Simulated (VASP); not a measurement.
# MgO in VASP: one cell, several levels of theory

Aim: gap, levels, forces and stress of MgO built on the wurtzite prototype, under -2.0 % strain along z alone at fixed geometry. Runs: PBE, r2SCAN. The results are then set beside those of Ansatz 0.2.0 for the same cell. This is a trial cell built on a prototype, not taken from a measured structure, and it needn't be the compound's ground state.

Code: VASP 6.6.1. PAW datasets, plane waves. All values are calculated for a non-magnetic cell, which may be hypothetical.

**1. Starting point**

The cell comes from an earlier relaxation with r2SCAN in another program, then strained, with the atoms relaxed again.

Space group P6_3mc (No. 186), hexagonal; conventional cell a = 3.288 Å, c = 4.934 Å, 11.55 Å³ an atom. Mg has 4 O at 1.96–1.98 Å; O has 4 Mg at 1.96–1.98 Å.

Structure file:

```cif
data_structure
_symmetry_space_group_name_H-M 'P 1'
_symmetry_Int_Tables_number 1
_cell_length_a 3.2882
_cell_length_b 3.2882
_cell_length_c 4.9337
_cell_angle_alpha 90.000
_cell_angle_beta 90.000
_cell_angle_gamma 120.000
_cell_volume 46.20
loop_
_atom_site_label
_atom_site_type_symbol
_atom_site_fract_x
_atom_site_fract_y
_atom_site_fract_z
_atom_site_occupancy
Mg1 Mg 0.33333 0.66667 0.98678 1
Mg2 Mg 0.66667 0.33333 0.48678 1
O1 O 0.33333 0.66667 0.38822 1
O2 O 0.66667 0.33333 0.88822 1
```

**2. PBE at this geometry**

INCAR reads:

```
ENCUT = 520.000000
SIGMA = 0.020000
EDIFF = 1.00e-07
GGA = PE
PREC = Accurate
IBRION = -1
ISIF = 2
ISMEAR = -1
NBANDS = 16
NELM = 120
NSW = 0
LASPH = .TRUE.
LCHARG = .FALSE.
LWAVE = .FALSE.
LREAL = .FALSE.
```

KPOINTS reads:

```
KPOINTS created by Atomic Simulation Environment
0
Gamma
12 12 6
0 0 0
```

KPOINTS_OPT reads:

```
special points
6
Reciprocal
0.0000000000 0.0000000000 0.0000000000 1
0.5000000000 0.0000000000 0.0000000000 1
0.3333333333 0.3333333333 0.0000000000 1
0.0000000000 0.0000000000 0.5000000000 1
0.5000000000 0.0000000000 0.5000000000 1
0.3333333333 0.3333333333 0.5000000000 1
```

POSCAR reads:

```
Mg O
 1.0000000000000000
     3.2882172281021651   -0.0000000000288675    0.0000000000000000
    -1.6441086140260825    2.8476796527125590    0.0000000000000000
     0.0000000000000000    0.0000000000000000    4.9336789492999999
 Mg  O
   2   2
Cartesian
  0.0000000000166667  1.8984531017987498 -0.0652341425312186
  1.6441086140594159  0.9492265508849412  2.4016053321187814
  0.0000000000166667  1.8984531017987498  1.9153637485187187
  1.6441086140594159  0.9492265508849412  4.3822032231687187
```

Potentials: the recommended PBE PAW datasets, 16 valence electrons in the neutral cell.

Started as:

```bash
$ mpirun -np 1 vasp_std
```

Printed to the terminal (iteration lines stand in OSZICAR):

```text
POSCAR found type information on POSCAR MgO
 POSCAR found :  2 types and       4 ions
 LDA part: xc-table for (Slater+PW92), standard interpolation
 POSCAR, INCAR and KPOINTS ok, starting setup
 FFT: planning ... GRIDC
 FFT: planning ... GRID_SOFT
 FFT: planning ... GRID
 WAVECAR not read
 entering main loop
 Start KPOINTS_OPT (optional k-point list driver)
k-point batch [1-6\6]
```

OSZICAR:

```text
N       E                     dE             d eps       ncg     rms          rms(c)
DAV:   1     0.616955370291E+02    0.61696E+02   -0.76139E+03  2432   0.890E+02
DAV:   2    -0.238137059279E+02   -0.85509E+02   -0.78266E+02  3384   0.197E+02
DAV:   3    -0.277612726940E+02   -0.39476E+01   -0.39375E+01  2672   0.439E+01
DAV:   4    -0.277774691343E+02   -0.16196E-01   -0.16196E-01  2984   0.329E+00
DAV:   5    -0.277775476289E+02   -0.78495E-04   -0.78494E-04  2760   0.220E-01    0.117E+01
DAV:   6    -0.235407094014E+02    0.42368E+01   -0.12038E+01  2432   0.262E+01    0.378E+00
DAV:   7    -0.234976104759E+02    0.43099E-01   -0.15823E-01  2472   0.318E+00    0.219E+00
DAV:   8    -0.234929735305E+02    0.46369E-02   -0.91379E-02  2576   0.331E+00    0.495E-01
DAV:   9    -0.234906287789E+02    0.23448E-02   -0.30830E-03  2992   0.510E-01    0.170E-01
DAV:  10    -0.234913497256E+02   -0.72095E-03   -0.14963E-03  2480   0.252E-01    0.310E-02
DAV:  11    -0.234913698074E+02   -0.20082E-04   -0.13944E-05  2904   0.278E-02    0.197E-02
DAV:  12    -0.234913705818E+02   -0.77433E-06   -0.81548E-06  2456   0.249E-02    0.321E-03
DAV:  13    -0.234913705378E+02    0.43946E-07   -0.62767E-07  2616   0.645E-03
   1 F= -.23491371E+02 E0= -.23491371E+02  d E =-.190682E-11
       N       E                     dE             ncg
DAV:   1     0.162423935233E+04   -0.26767E+04      192
DAV:   2     0.117053981658E+04   -0.45370E+03      248
DAV:   3     0.114927733784E+04   -0.21262E+02      240
DAV:   4     0.114918971714E+04   -0.87621E-01      216
DAV:   5     0.114918924966E+04   -0.46748E-03      240
DAV:   6     0.114918924622E+04   -0.34464E-05      224
DAV:   7     0.114918924619E+04   -0.27532E-07      184
```

The lines after F= are the extra pass for the points of KPOINTS_OPT, at fixed density; their E is not a total energy.

From OUTCAR:

```text
k-points           NKPTS =     76   k-points in BZ     NKDIM =     76   number of bands    NBANDS=     16

   NELECT =      16.0000    total number of electrons

   dimension x,y,z NGX =    24 NGY =   24 NGZ =   40
   dimension x,y,z NGXF=    48 NGYF=   48 NGZF=   80

  energy-cutoff  :      520.00
  volume of cell :       46.20
      direct lattice vectors                 reciprocal lattice vectors
     3.288217228 -0.000000000  0.000000000     0.304116161  0.175581547  0.000000000
    -1.644108614  2.847679653  0.000000000     0.000000000  0.351163095  0.000000000
     0.000000000  0.000000000  4.933678949     0.000000000  0.000000000  0.202688503

 k-points in reciprocal lattice and weights: KPOINTS created by Atomic Simulation Env
   0.00000000  0.00000000  0.00000000       0.001
   0.08333333  0.00000000  0.00000000       0.007
   0.16666667  0.00000000  0.00000000       0.007
   0.25000000 -0.00000000  0.00000000       0.007
   0.33333333  0.00000000  0.00000000       0.007
   0.41666667 -0.00000000  0.00000000       0.007
   0.50000000 -0.00000000  0.00000000       0.003
   0.08333333  0.08333333  0.00000000       0.007
[... 68 more k-points ...]

 E-fermi :   1.7186

 k-point     1 :       0.0000    0.0000    0.0000
  band No.  band energies     occupation
      1     -15.0663      2.00000
      2     -14.2111      2.00000
      3      -2.0652      2.00000
      4       0.4673      2.00000
      5       0.4673      2.00000
      6       0.8196      2.00000
      7       0.8196      2.00000
      8       1.2948      2.00000
      9       4.8636      0.00000
     10       9.9633      0.00000
     11      11.8261      0.00000
     12      15.4910      0.00000
     13      15.4910      0.00000
     14      17.4653      0.00000
     15      17.9309      0.00000
     16      17.9309      0.00000

 k-point     2 :       0.0833    0.0000    0.0000
  band No.  band energies     occupation
      1     -15.0300      2.00000
      2     -14.1992      2.00000
      3      -1.9969      2.00000
      4       0.2999      2.00000
      5       0.4182      2.00000
      6       0.5894      2.00000
      7       0.8265      2.00000
      8       1.2695      2.00000
      9       5.2027      0.00000
     10      10.1626      0.00000
     11      11.7578      0.00000
     12      14.5781      0.00000
     13      15.6133      0.00000
     14      17.3717      0.00000
     15      17.9353      0.00000
     16      18.0671      0.00000

 k-point     3 :       0.1667    0.0000    0.0000
  band No.  band energies     occupation
      1     -14.9274      2.00000
      2     -14.1690      2.00000
      3      -1.7987      2.00000
      4      -0.2077      2.00000
      5       0.1707      2.00000
      6       0.3015      2.00000
      7       0.8295      2.00000
      8       1.1883      2.00000
      9       6.0048      0.00000
     10      10.6086      0.00000
     11      11.6020      0.00000
     12      13.3213      0.00000
     13      15.9229      0.00000
     14      16.0816      0.00000
     15      17.0442      0.00000
     16      17.2640      0.00000

 k-point     4 :       0.2500   -0.0000    0.0000
  band No.  band energies     occupation
      1     -14.7768      2.00000
      2     -14.1342      2.00000
      3      -1.4934      2.00000
      4      -0.8424      2.00000
      5      -0.2435      2.00000
      6       0.1644      2.00000
      7       0.8148      2.00000
      8       1.0436      2.00000
      9       6.9689      0.00000
     10      10.7153      0.00000
     11      11.4686      0.00000
     12      12.6406      0.00000
     13      14.7944      0.00000
     14      16.0920      0.00000
     15      16.3660      0.00000
     16      16.8092      0.00000

 k-point     5 :       0.3333    0.0000    0.0000
  band No.  band energies     occupation
      1     -14.6074      2.00000
      2     -14.1133      2.00000
      3      -1.4114      2.00000
      4      -1.0991      2.00000
      5      -0.5992      2.00000
      6       0.0422      2.00000
      7       0.7889      2.00000
      8       0.8325      2.00000
      9       7.9109      0.00000
     10      10.2899      0.00000
     11      11.0592      0.00000
     12      12.7925      0.00000
     13      13.9914      0.00000
     14      15.7384      0.00000
     15      15.9305      0.00000
     16      17.0613      0.00000

 k-point     6 :       0.4167   -0.0000    0.0000
  band No.  band energies     occupation
      1     -14.4596      2.00000
      2     -14.1187      2.00000
      3      -1.7674      2.00000
      4      -0.8805      2.00000
      5      -0.6911      2.00000
      6      -0.0408      2.00000
      7       0.5823      2.00000
      8       0.7659      2.00000
      9       8.6952      0.00000
     10       9.7927      0.00000
     11      10.7543      0.00000
     12      12.4552      0.00000
     13      14.1459      0.00000
     14      15.4369      0.00000
     15      15.7079      0.00000
     16      17.3389      0.00000

 k-point     7 :       0.5000   -0.0000    0.0000
  band No.  band energies     occupation
      1     -14.3932      2.00000
      2     -14.1318      2.00000
      3      -1.8937      2.00000
      4      -0.9487      2.00000
      5      -0.5159      2.00000
      6      -0.0700      2.00000
      7       0.4368      2.00000
      8       0.7568      2.00000
      9       9.1218      0.00000
     10       9.4844      0.00000
     11      10.6606      0.00000
     12      12.2007      0.00000
     13      14.3397      0.00000
     14      15.3319      0.00000
     15      15.6422      0.00000
     16      17.4408      0.00000

 k-point     8 :       0.0833    0.0833    0.0000
  band No.  band energies     occupation
      1     -14.9607      2.00000
      2     -14.1782      2.00000
      3      -1.8636      2.00000
      4       0.0546      2.00000
      5       0.0784      2.00000
      6       0.4701      2.00000
      7       0.7990      2.00000
      8       1.2161      2.00000
      9       5.7657      0.00000
     10      10.4915      0.00000
     11      11.6533      0.00000
     12      13.6146      0.00000
     13      15.8035      0.00000
     14      16.5731      0.00000
     15      17.1371      0.00000
     16      17.5156      0.00000

[... the tables of k-points 9 to 76 left out ...]

  Total        1.6812949      1.6812949      1.6670920      0.0000000      0.0000000      0.0000000
  in kB       58.3085119     58.3085119     57.8159445      0.0000000      0.0000000      0.0000000
  external PRESSURE =      58.1443228 kB  Pullay stress =       0.0000000 kB

 POSITION                                       TOTAL-FORCE (eV/Angst)
 -----------------------------------------------------------------------------------
      0.00000      1.89845      4.86844        -0.000000      0.000000     -0.018729
      1.64411      0.94923      2.40161         0.000000     -0.000000     -0.018729
      0.00000      1.89845      1.91536        -0.000000      0.000000      0.018729
      1.64411      0.94923      4.38220        -0.000000     -0.000000      0.018729
 -----------------------------------------------------------------------------------
    total drift:                               -0.000000     -0.000000      0.000401

  FREE ENERGIE OF THE ION-ELECTRON SYSTEM (eV)
  ---------------------------------------------------
  free  energy   TOTEN  =       -23.4913705378 eV

  energy  without entropy=      -23.4913705378  energy(sigma->0) =      -23.49137054
```

Hardware: 1 MPI rank of Intel Xeon Platinum 8488C, shared host.

The levels at the points of KPOINTS_OPT are read from vasprun.xml.

Levels at the named points, in eV from the top of band v (v: the last filled band by count, c: the next):

| point | v−1 | v | c | c+1 |
| --- | --- | --- | --- | --- |
| Γ | -0.48 | 0.00 | 3.57 | 8.67 |
| M | -0.86 | -0.54 | 7.83 | 8.19 |
| K | -1.25 | -1.25 | 8.33 | 8.42 |
| A | -0.66 | -0.66 | 6.11 | 6.11 |
| L | -0.74 | -0.74 | 7.45 | 7.45 |
| H | -0.40 | -0.40 | 8.54 | 8.54 |

Gap with PBE: 3.57 eV, direct (Γ). The pressure is 5.81 GPa, and the largest force is 0.019 eV/Å, on atom 1 (Mg).

(Part 1 of 2 ends here.)
